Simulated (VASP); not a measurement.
# A point defect in a supercell of SrCl2, part 3 of 7

How easily does a point defect form in SrCl2? The host is relaxed first, then a supercell is run with and without the defect. The start is a cell from a database of measured crystal structures.

VASP 6.6.1, plane waves and PAW; the level of theory is named at each step.

So far. Step 2 (Relaxing the host crystal): The run ended after 3 ionic steps, 0.009 eV below its first step, once forces and stress met EDIFFG = -0.02. The relaxed cell has a = 7.049 Å (conventional setting).

### 3. The host's dielectric tensor, for the charge correction (continued)

Level of this step: PBE; plane waves and PAW (Sr_sv, Cl) (VASP).

OUTCAR, selected parts (step 3):

```text
  LATTYP: Found a face centered cubic cell.
 ALAT       =     7.0486791038

The static configuration has the point symmetry O_h .

 Found     16 irreducible k-points:

   k-points           NKPTS =     16   k-points in BZ     NKDIM =     16   number of bands    NBANDS=     18

   dimension x,y,z NGX =    28 NGY =   28 NGZ =   28
   dimension x,y,z NGXF=    56 NGYF=   56 NGZF=   56

   ENCUT  =  300.0 eV  22.05 Ry    4.70 a.u.   7.04  7.04  7.04*2*pi/ulx,y,z

   NELECT =      24.0000    total number of electrons

  Total       -0.1571084     -0.1571084     -0.1571084      0.0000000      0.0000000     -0.0000000
  in kB       -2.8750583     -2.8750583     -2.8750583      0.0000000      0.0000000     -0.0000000
  external PRESSURE =      -2.8750583 kB  Pullay stress =       0.0000000 kB

  energy-cutoff  :      300.00
  volume of cell :       87.55
      direct lattice vectors                 reciprocal lattice vectors
     0.000000000  3.524339552  3.524339552    -0.141870553  0.141870553  0.141870553
     3.524339552  0.000000000  3.524339552     0.141870553 -0.141870553  0.141870553
     3.524339552  3.524339552  0.000000000     0.141870553  0.141870553 -0.141870553

 POSITION                                       TOTAL-FORCE (eV/Angst)
 -----------------------------------------------------------------------------------
      0.00000      0.00000      0.00000        -0.000000     -0.000000     -0.000000
      5.28651      5.28651      5.28651        -0.000000     -0.000000      0.000000
      1.76217      1.76217      1.76217         0.000000      0.000000      0.000000
 -----------------------------------------------------------------------------------
    total drift:                               -0.000000     -0.000000      0.000000

 MACROSCOPIC STATIC DIELECTRIC TENSOR (including local field effects in DFT)
 ------------------------------------------------------
           2.876422     0.000000     0.000000
           0.000000     2.876422     0.000000
           0.000000     0.000000     2.876422
 ------------------------------------------------------

 PIEZOELECTRIC TENSOR (including local field effects)  for field in x, y, z        (C/m^2)
          XX          YY          ZZ          XY          YZ          ZX
  --------------------------------------------------------------------------------
  x     0.00000     0.00000     0.00000     0.00000     0.00000     0.00000
  y     0.00000     0.00000     0.00000     0.00000     0.00000     0.00000
  z     0.00000     0.00000     0.00000     0.00000     0.00000     0.00000

 BORN EFFECTIVE CHARGES (including local field effects) (in |e|, cummulative output)
 ---------------------------------------------------------------------------------
 ion    1
    1     2.49295     0.00000     0.00000
    2     0.00000     2.49295     0.00000
    3     0.00000     0.00000     2.49295
 ion    2
    1    -1.24647     0.00000     0.00000
    2     0.00000    -1.24647     0.00000
    3     0.00000     0.00000    -1.24647
 ion    3
    1    -1.24647     0.00000     0.00000
    2     0.00000    -1.24647     0.00000
    3     0.00000     0.00000    -1.24647

 Eigenvectors and eigenvalues of the dynamical matrix
 ----------------------------------------------------

   1 f  =    5.131057 THz    32.239381 2PiTHz  171.153635 cm-1    21.220337 meV
             X         Y         Z           dx          dy          dz
      0.000000  0.000000  0.000000     0.000000   -0.000000   -0.000000
      5.286509  5.286509  5.286509    -0.000000   -0.000000    0.707107
      1.762170  1.762170  1.762170     0.000000    0.000000   -0.707107

   2 f  =    5.131057 THz    32.239381 2PiTHz  171.153635 cm-1    21.220337 meV
             X         Y         Z           dx          dy          dz
      0.000000  0.000000  0.000000     0.000000   -0.000000    0.000000
      5.286509  5.286509  5.286509     0.617213    0.345034   -0.000000
      1.762170  1.762170  1.762170    -0.617213   -0.345034   -0.000000

   3 f  =    5.131057 THz    32.239381 2PiTHz  171.153635 cm-1    21.220337 meV
             X         Y         Z           dx          dy          dz
      0.000000  0.000000  0.000000    -0.000000   -0.000000   -0.000000
      5.286509  5.286509  5.286509    -0.345034    0.617213   -0.000000
      1.762170  1.762170  1.762170     0.345034   -0.617213   -0.000000

   4 f  =    3.781883 THz    23.762275 2PiTHz  126.150054 cm-1    15.640606 meV
             X         Y         Z           dx          dy          dz
      0.000000  0.000000  0.000000     0.068943    0.058285    0.660833
      5.286509  5.286509  5.286509    -0.054460   -0.046041   -0.522005
      1.762170  1.762170  1.762170    -0.054460   -0.046041   -0.522005

   5 f  =    3.781883 THz    23.762275 2PiTHz  126.150054 cm-1    15.640606 meV
             X         Y         Z           dx          dy          dz
      0.000000  0.000000  0.000000    -0.013739    0.664375   -0.057164
      5.286509  5.286509  5.286509     0.010853   -0.524803    0.045155
      1.762170  1.762170  1.762170     0.010853   -0.524803    0.045155

   6 f  =    3.781883 THz    23.762275 2PiTHz  126.150054 cm-1    15.640606 meV
             X         Y         Z           dx          dy          dz
      0.000000  0.000000  0.000000     0.663256    0.007704   -0.069876
      5.286509  5.286509  5.286509    -0.523919   -0.006086    0.055196
      1.762170  1.762170  1.762170    -0.523919   -0.006086    0.055196

   7 f/i=    0.009255 THz     0.058149 2PiTHz    0.308703 cm-1     0.038274 meV
             X         Y         Z           dx          dy          dz
      0.000000  0.000000  0.000000    -0.049170    0.743459    0.000000
      5.286509  5.286509  5.286509    -0.031124    0.470592   -0.000000
      1.762170  1.762170  1.762170    -0.031124    0.470592   -0.000000

   8 f/i=    0.009255 THz     0.058149 2PiTHz    0.308703 cm-1     0.038274 meV
             X         Y         Z           dx          dy          dz
      0.000000  0.000000  0.000000    -0.000000    0.000000   -0.745084
      5.286509  5.286509  5.286509    -0.000000    0.000000   -0.471620
      1.762170  1.762170  1.762170    -0.000000    0.000000   -0.471620

   9 f/i=    0.009255 THz     0.058149 2PiTHz    0.308703 cm-1     0.038274 meV
             X         Y         Z           dx          dy          dz
      0.000000  0.000000  0.000000    -0.743459   -0.049170    0.000000
      5.286509  5.286509  5.286509    -0.470592   -0.031124    0.000000
      1.762170  1.762170  1.762170    -0.470592   -0.031124    0.000000

 MACROSCOPIC STATIC DIELECTRIC TENSOR IONIC CONTRIBUTION
 ------------------------------------------------------
           5.612616    -0.000000     0.000000
          -0.000000     5.612616     0.000000
           0.000000     0.000000     5.612616
 ------------------------------------------------------

 ELASTIC MODULI CONTR FROM IONIC RELAXATION (kBar)
 Direction    XX          YY          ZZ          XY          YZ          ZX
 --------------------------------------------------------------------------------
 XX          -0.0000     -0.0000     -0.0000     -0.0000     -0.0000     -0.0000
 YY          -0.0000     -0.0000     -0.0000     -0.0000     -0.0000     -0.0000
 ZZ          -0.0000     -0.0000     -0.0000     -0.0000     -0.0000     -0.0000
 XY          -0.0000     -0.0000     -0.0000    -38.1875      0.0000     -0.0000
 YZ          -0.0000     -0.0000     -0.0000      0.0000    -38.1875      0.0000
 ZX          -0.0000     -0.0000     -0.0000     -0.0000      0.0000    -38.1875
 --------------------------------------------------------------------------------

 PIEZOELECTRIC TENSOR IONIC CONTR  for field in x, y, z        (C/m^2)
          XX          YY          ZZ          XY          YZ          ZX
  --------------------------------------------------------------------------------
  x     0.00000     0.00000     0.00000     0.00000    -0.00000     0.00000
  y    -0.00000    -0.00000    -0.00000    -0.00000     0.00000    -0.00000
  z     0.00000     0.00000     0.00000     0.00000    -0.00000     0.00000

[... 1 part as in an earlier step ...]

[... 3 further parts left out ...]
```

CONTCAR:

```
SrCl2
   1.00000000000000
     0.0000000000000000    3.5243395518999998    3.5243395518999998
     3.5243395518999998    0.0000000000000000    3.5243395518999998
     3.5243395518999998    3.5243395518999998    0.0000000000000000
  Sr              Cl
     1     2
Direct
     0.0000000000000000    0.0000000000000000    0.0000000000000000
     0.7500000000000000    0.7500000000000000    0.7500000000000000
     0.2500000000000000    0.2500000000000000    0.2500000000000000
```

Energies printed during the response cycles are not total energies of the cell.

This step gave:

- pressure of the cell: -0.2875 GPa
- largest force of the cell: 0 eV/Å
- Fermi energy: 0.2536 eV
- gap on the k-mesh: 5.215 eV
- least direct gap on the k-mesh: 5.517 eV

Electronic dielectric tensor with local fields:

```
2.88 0.00 0.00
0.00 2.88 0.00
0.00 0.00 2.88
```

Ionic part of the static dielectric tensor:

```
5.61 0.00 0.00
0.00 5.61 0.00
0.00 0.00 5.61
```

Born effective charge (e), principal values of the symmetric part by kind of site:

| atom | atoms with these values | low | middle | high | mean |
| --- | --- | --- | --- | --- | --- |
| Sr1 | 1 | 2.49 | 2.49 | 2.49 | 2.49 |
| Cl2 | 2 | -1.25 | -1.25 | -1.25 | -1.25 |

In full for Sr1:

```
2.49 0.00 0.00
0.00 2.49 0.00
0.00 0.00 2.49
```

Infrared lines, with heights relative to the strongest:

| position (cm⁻¹) | lines merged | squared mode dipole, relative |
| --- | --- | --- |
| 126 | 3 | 100 |
| 171 | 3 | 0.0 |

The electrons screen with a mean of 2.88 and the ions add 5.61; the sum enters the correction.

### 4. The perfect supercell

System of this step: SrCl2. Symmetry: Fm-3m, No. 225, cubic system. Conventional cell: a = 7.049 Å, b = 7.049 Å, c = 7.049 Å, α = 90.00°, β = 90.00°, γ = 90.00°. Sr has 8 Cl at 3.05 Å nearest. Nearest to Cl lie 4 Sr at 3.05 Å. Farther neighbours and most contacts between anions are not listed.

The same cell, mesh and cutoff without the defect give the energy to subtract and, in a gapped host, the band edges to count from, so that most errors cancel.

Contents of INCAR:

```
SYSTEM = SrCl2
PREC = Normal
ENCUT = 300
EDIFF = 1E-05
NELM = 120
ISMEAR = 0
SIGMA = 0.05
LREAL = Auto
ALGO = Fast
GGA = PE
NBANDS = 120
LORBIT = 11
LWAVE = .FALSE.
LCHARG = .FALSE.
NCORE = 4
```

Contents of POSCAR:

```
SrCl2
1.0
    0.0000000000      7.0486791038      7.0486791038
    7.0486791038      0.0000000000      7.0486791038
    7.0486791038      7.0486791038      0.0000000000
Sr Cl
8 16
Direct
    0.0000000000      0.0000000000      0.0000000000
    0.0000000000      0.0000000000      0.5000000000
    0.0000000000      0.5000000000      0.0000000000
    0.0000000000      0.5000000000      0.5000000000
    0.5000000000      0.0000000000      0.0000000000
    0.5000000000      0.0000000000      0.5000000000
    0.5000000000      0.5000000000      0.0000000000
    0.5000000000      0.5000000000      0.5000000000
    0.3750000000      0.3750000000      0.3750000000
    0.3750000000      0.3750000000      0.8750000000
    0.3750000000      0.8750000000      0.3750000000
    0.3750000000      0.8750000000      0.8750000000
    0.8750000000      0.3750000000      0.3750000000
    0.8750000000      0.3750000000      0.8750000000
    0.8750000000      0.8750000000      0.3750000000
    0.8750000000      0.8750000000      0.8750000000
    0.1250000000      0.1250000000      0.1250000000
    0.1250000000      0.1250000000      0.6250000000
    0.1250000000      0.6250000000      0.1250000000
    0.1250000000      0.6250000000      0.6250000000
    0.6250000000      0.1250000000      0.1250000000
    0.6250000000      0.1250000000      0.6250000000
    0.6250000000      0.6250000000      0.1250000000
    0.6250000000      0.6250000000      0.6250000000
```

Contents of KPOINTS:

```
Automatic mesh
0
Gamma
2 2 2
0 0 0
```

Potentials, in the order of the species: Sr_sv and Cl (PBE family, release 64).

Launch:

```sh
$ mpirun -np 4 vasp_std
```

What it wrote:

```text
[banner, memory and clock lines left out]
running    4 mpi-ranks, on    1 nodes
 distrk:  each k-point on    4 cores,    1 groups
 distr:  one band on    4 cores,    1 groups

 POSCAR found type information on POSCAR SrCl
 POSCAR found :  2 types and      24 ions
 LDA part: xc-table for (Slater+PW92), standard interpolation
 POSCAR, INCAR and KPOINTS ok, starting setup
 FFT: planning ... GRIDC
 FFT: planning ... GRID_SOFT
 FFT: planning ... GRID
 WAVECAR not read
 entering main loop
       N       E                     dE             d eps       ncg     rms          rms(c)
DAV:   1     0.116450193384E+04    0.11645E+04   -0.66272E+04   728   0.932E+02
DAV:   2     0.105440398855E+02   -0.11540E+04   -0.11160E+04   904   0.259E+02
DAV:   3    -0.996447678259E+02   -0.11019E+03   -0.10972E+03   912   0.748E+01
DAV:   4    -0.104288875543E+03   -0.46441E+01   -0.46358E+01  1096   0.160E+01
DAV:   5    -0.104623774829E+03   -0.33490E+00   -0.33486E+00  1112   0.296E+00    0.344E+01
RMM:   6    -0.102098470044E+03    0.25253E+01   -0.57622E+00   852   0.456E+00    0.206E+01
RMM:   7    -0.102346204475E+03   -0.24773E+00   -0.75096E+00   911   0.511E+00    0.602E+00
RMM:   8    -0.102287662329E+03    0.58542E-01   -0.90796E-01   903   0.210E+00    0.175E+00
RMM:   9    -0.102301539787E+03   -0.13877E-01   -0.16827E-01  1050   0.694E-01    0.136E+00
RMM:  10    -0.102305191064E+03   -0.36513E-02   -0.72400E-02   979   0.527E-01    0.666E-01
RMM:  11    -0.102308669675E+03   -0.34786E-02   -0.24220E-02  1077   0.297E-01    0.528E-01
RMM:  12    -0.102309525672E+03   -0.85600E-03   -0.85026E-03  1334   0.136E-01    0.477E-01
RMM:  13    -0.102309899231E+03   -0.37356E-03   -0.35927E-03  1316   0.829E-02    0.526E-01
RMM:  14    -0.102310171703E+03   -0.27247E-03   -0.18410E-03  1151   0.783E-02    0.224E-01
RMM:  15    -0.102310403623E+03   -0.23192E-03   -0.15147E-03  1123   0.723E-02    0.109E-01
RMM:  16    -0.102310435214E+03   -0.31590E-04   -0.57145E-04  1199   0.392E-02    0.118E-01
RMM:  17    -0.102310467410E+03   -0.32196E-04   -0.34332E-04  1027   0.276E-02    0.101E-01
RMM:  18    -0.102310468737E+03   -0.13267E-05   -0.13892E-04   985   0.216E-02    0.755E-02
RMM:  19    -0.102310480381E+03   -0.11644E-04   -0.89848E-05   856   0.162E-02    0.419E-02
WARNING in EDDRMM: call to ZHEGV failed, returncode =   6  3     78
RMM:  20    -0.102310490968E+03   -0.10587E-04   -0.46120E-05   775   0.139E-02    0.328E-02
RMM:  21    -0.102310495844E+03   -0.48760E-05   -0.16721E-05   650   0.928E-03
   1 F= -.10231050E+03 E0= -.10231050E+03  d E =-.117131E-18
```

Run time: 40 s. Hardware: 4 MPI ranks of Intel Xeon Platinum 8259CL at 2.50GHz (Skylake/Cascade Lake), shared host; peak memory 0.62 GiB; 2.6 min of CPU time.

From OUTCAR (step 4):

```text
  LATTYP: Found a face centered cubic cell.
 ALAT       =    14.0973582076

The static configuration has the point symmetry O_h .

 Found      3 irreducible k-points:

   k-points           NKPTS =      3   k-points in BZ     NKDIM =      3   number of bands    NBANDS=    120

   dimension x,y,z NGX =    42 NGY =   42 NGZ =   42
   dimension x,y,z NGXF=    84 NGYF=   84 NGZF=   84

   ENCUT  =  300.0 eV  22.05 Ry    4.70 a.u.  14.08 14.08 14.08*2*pi/ulx,y,z

   NELECT =     192.0000    total number of electrons

 E-fermi :   0.2692

 k-point     1 :       0.0000    0.0000    0.0000
  band No.  band energies     occupation
    ...
     92      -0.3675      2.00000
     93      -0.3675      2.00000
     94      -0.0432      2.00000
     95      -0.0432      2.00000
     96      -0.0432      2.00000
     97       5.1712      0.00000
     98       5.4729      0.00000
     99       5.4729      0.00000
    100       5.4729      0.00000
    101       6.0632      0.00000
    ...

 k-point     2 :       0.5000    0.0000    0.0000
  band No.  band energies     occupation
    ...
     92      -0.4870      2.00000
     93      -0.4870      2.00000
     94      -0.4870      2.00000
     95      -0.4870      2.00000
     96      -0.4870      2.00000
     97       6.0431      0.00000
     98       6.0431      0.00000
     99       6.0432      0.00000
    100       6.0432      0.00000
    101       6.0432      0.00000
    ...

  Total       -1.3652779     -1.3652779     -1.3652779      0.0000000     -0.0000000     -0.0000000
  in kB       -3.1230463     -3.1230463     -3.1230463      0.0000000     -0.0000000     -0.0000000
  external PRESSURE =      -3.1230463 kB  Pullay stress =       0.0000000 kB

  energy-cutoff  :      300.00
  volume of cell :      700.41
      direct lattice vectors                 reciprocal lattice vectors
     0.000000000  7.048679104  7.048679104    -0.070935276  0.070935276  0.070935276
     7.048679104  0.000000000  7.048679104     0.070935276 -0.070935276  0.070935276
     7.048679104  7.048679104  0.000000000     0.070935276  0.070935276 -0.070935276

 POSITION                                       TOTAL-FORCE (eV/Angst)
 -----------------------------------------------------------------------------------
      0.00000      0.00000      0.00000         0.000000      0.000000      0.000000
      3.52434      3.52434      0.00000         0.000000      0.000000      0.000000
      3.52434      0.00000      3.52434         0.000000      0.000000      0.000000
      7.04868      3.52434      3.52434         0.000000      0.000000      0.000000
      0.00000      3.52434      3.52434         0.000000      0.000000      0.000000
      3.52434      7.04868      3.52434         0.000000      0.000000      0.000000
      3.52434      3.52434      7.04868         0.000000      0.000000      0.000000
      7.04868      7.04868      7.04868         0.000000      0.000000      0.000000
      5.28651      5.28651      5.28651         0.000000      0.000000      0.000000
      8.81085      8.81085      5.28651         0.000000      0.000000      0.000000
      8.81085      5.28651      8.81085         0.000000      0.000000      0.000000
     12.33519      8.81085      8.81085         0.000000      0.000000      0.000000
      5.28651      8.81085      8.81085         0.000000      0.000000     -0.000000
      8.81085     12.33519      8.81085         0.000000      0.000000      0.000000
      8.81085      8.81085     12.33519         0.000000      0.000000      0.000000
     12.33519     12.33519     12.33519         0.000000      0.000000      0.000000
      1.76217      1.76217      1.76217        -0.000000     -0.000000      0.000000
      5.28651      5.28651      1.76217        -0.000000     -0.000000     -0.000000
      5.28651      1.76217      5.28651        -0.000000     -0.000000     -0.000000
      8.81085      5.28651      5.28651        -0.000000     -0.000000     -0.000000
      1.76217      5.28651      5.28651        -0.000000     -0.000000     -0.000000
      5.28651      8.81085      5.28651        -0.000000     -0.000000     -0.000000
      5.28651      5.28651      8.81085        -0.000000     -0.000000     -0.000000
      8.81085      8.81085      8.81085        -0.000000     -0.000000     -0.000000
 -----------------------------------------------------------------------------------
    total drift:                               -0.000000     -0.000000      0.000000

  FREE ENERGIE OF THE ION-ELECTRON SYSTEM (eV)
  ---------------------------------------------------
  free  energy   TOTEN  =      -102.3104958439 eV

  energy  without entropy=     -102.3104958439  energy(sigma->0) =     -102.31049584

 total charge
# of ion       s       p       d       tot
------------------------------------------
    1        1.994   5.760   0.143   7.898
    2        1.994   5.760   0.143   7.898
    3        1.994   5.760   0.143   7.898
    4        1.994   5.760   0.143   7.898
    5        1.994   5.760   0.143   7.898
    6        1.994   5.760   0.143   7.898
    7        1.994   5.760   0.143   7.898
    8        1.994   5.760   0.143   7.898
    9        1.591   3.583   0.000   5.173
   10        1.591   3.583   0.000   5.173
   11        1.591   3.583   0.000   5.173
   12        1.591   3.583   0.000   5.173
   13        1.591   3.583   0.000   5.173
   14        1.591   3.583   0.000   5.173
   15        1.591   3.583   0.000   5.173
   16        1.591   3.583   0.000   5.173
   17        1.591   3.583   0.000   5.173
   18        1.591   3.583   0.000   5.173
   19        1.591   3.583   0.000   5.173
   20        1.591   3.583   0.000   5.173
   21        1.591   3.583   0.000   5.173
   22        1.591   3.583   0.000   5.173
   23        1.591   3.583   0.000   5.173
   24        1.591   3.583   0.000   5.173
--------------------------------------------------
tot         41.408 103.402   1.146 145.956

[... 1 part as in an earlier step ...]

[... 4 further parts left out ...]
```

A gap read on the k-mesh alone can miss the band edges.

This step gave:

```
electronic cycles   : 21
electrons           : 192
free energy (TOTEN) : -102.3105 eV
Fermi energy        : 0.2692 eV
gap on the k-mesh   : 5.214 eV
```

No direct gap is given, since this cell folds other wave vectors onto the zone centre.

The perfect cell has a gap of 5.21 eV on this mesh, with its valence-band top at -0.043 eV, and charged states follow.

(Part 3 of 7 ends here.)

[Lines on the potential files, build, host, timing and source positions are cut from VASP's logs without a mark.]

[Logs are printed without paths, hosts, clocks, repeated set-up lines and the standing remarks that a program may print on its own settings, such as how far it seeks lower states.]

[Hosts, paths, dates, database ids (printed as entryN), source tags and the programs' standing remarks are cut or masked in the printed files.]

[In band tables of VASP the shares of atoms and orbitals are scaled to a sum of 1 inside the atoms' spheres.]

[Runs that stopped without an error message from VASP are left out.]
